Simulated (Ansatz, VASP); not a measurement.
## One calculation of CdSe, two programs

The input INCAR:

```
  PREC = Accurate
  ENCUT = 520
  EDIFF = 1E-8
  ISMEAR = -1
  SIGMA = 0.03
  LREAL = F
  LASPH = T
  NELM = 60
  ALGO = Normal
  ISIF = 2
  LWAVE = F
  LCHARG = F
  LEFG = T
  NBANDS = 16
```

The input KPOINTS:

```
Automatic mesh
0
Gamma
  8 8 8
```

File POSCAR:

```
CdSe
1.0
    0.0614054240      3.1009739106      3.1009739106
    3.1009739106      0.0614054240      3.1009739106
    3.1009739106      3.1009739106      0.0614054240
Cd Se
1 1
Direct
    0.0000000000      0.0000000000      0.0000000000
    0.2500000000      0.2500000000      0.2500000000
```

Input for Ansatz:

```yaml
crystal:
  lattice:
    - [0.061405424, 3.1009739106, 3.1009739106]
    - [3.1009739106, 0.061405424, 3.1009739106]
    - [3.1009739106, 3.1009739106, 0.061405424]
  atoms:
    - { symbol: Cd, position: [0.0, 0.0, 0.0] }
    - { symbol: Se, position: [0.25, 0.25, 0.25] }
kpoints:
  mp_grid: { grid: [8, 8, 8] }
scf:
  occupations: { method: fermi_dirac, width: 0.03 }
hamiltonian:
  xc: lda
  pseudopotentials: { kind: paw }
output:
  forces: true
  stress: true
  eigenvalues: true
  efg: { contact_densities: true }
```

Change from the starting cell: equal xy, yz and zx shear strains of +2 %, PAW files.

Alike in both runs: task electric field gradients; functional LDA; k mesh 8 × 8 × 8; occupations fermi-dirac, width 0.03 eV; no spin polarisation.

|  | VASP | Ansatz |
| --- | --- | --- |
| version | VASP 6.6.1 | Ansatz 0.2.0 |
| potentials or method | VASP PAW LDA potentials, release 64 (Cd, Se) | PAW with Ansatz's default frozen-core files, scalar-relativistic |
| plane-wave cutoff (eV) | 520 | 420 |
| valence electrons in the cell | 18 | 36 |

```csv
,VASP,Ansatz,Ansatz less VASP
pressure (GPa),-2.8,-3.2,-0.37
largest component of the traceless stress (GPa),0.75,0.73,-0.026
rms of the force components (eV/Å),0.084,0.077,-0.0065
Vzz of the field gradient on the site that differs most (V/Å²),21.4,18.8,-2.57
```

Atom by atom the forces differ by 0.006 eV/Å (rms over components). The two sets of potentials don't hold the same shells in valence. Ansatz warned: «gradients_without_spin_orbit».
